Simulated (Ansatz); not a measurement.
**BaTe: stiffness from a series of strains**

```
CELL_PARAMETERS angstrom
0.00000 3.41000 3.41000
3.41000 0.00000 3.41000
3.41000 3.41000 0.00000
ATOMIC_POSITIONS crystal
Ba 0.00000 0.00000 0.00000
Te 0.50000 0.50000 0.50000
```

Atoms are numbered in the order listed.

The cell is COD entry 1010423, as deposited and not checked against the literature; nothing was relaxed. It is an old determination, and later ones may differ.

No spin–orbit coupling, which matters for the heavy atoms here.

Computed with Ansatz 0.2.0, DFT, PBEsol, all-electron LAPW, scalar-relativistic.

Sampling and basis: a Γ-centred 10×10×10 k mesh, Fermi–Dirac smearing of 0.05 eV, basis error target 0.25 meV/atom, no spin polarisation.

The strain is applied along the Cartesian axes of the cell as listed (γ is the engineering shear, twice εxy = εyz = εzx). Fractional coordinates are held (clamped ions).

σ is the change of stress from the unstrained cell, which is at 1.91 GPa; tension is positive, so slopes are stress–strain coefficients at that pressure.

Only quantities that a quadratic follows smoothly over the whole series are listed; rougher ones are left out.

```
      γ  σxy (GPa)
-0.0200      -0.19
 0.0000       0.00
 0.0100       0.10
 0.0200       0.22
```

**Question.** Fit the series and read off the stiffness at zero strain.

**Answer.** Least-squares fits y = p0 + p1 x + p2 x² to the rows give σxy (GPa): p1 = 10.2, p2 = 43. So C44 (clamped ions) = 10 GPa.

**Question.** One run, at γ = -0.0100, is withheld. Predict its row.

**Answer.** The fits give -0.10; the run gave -0.10.
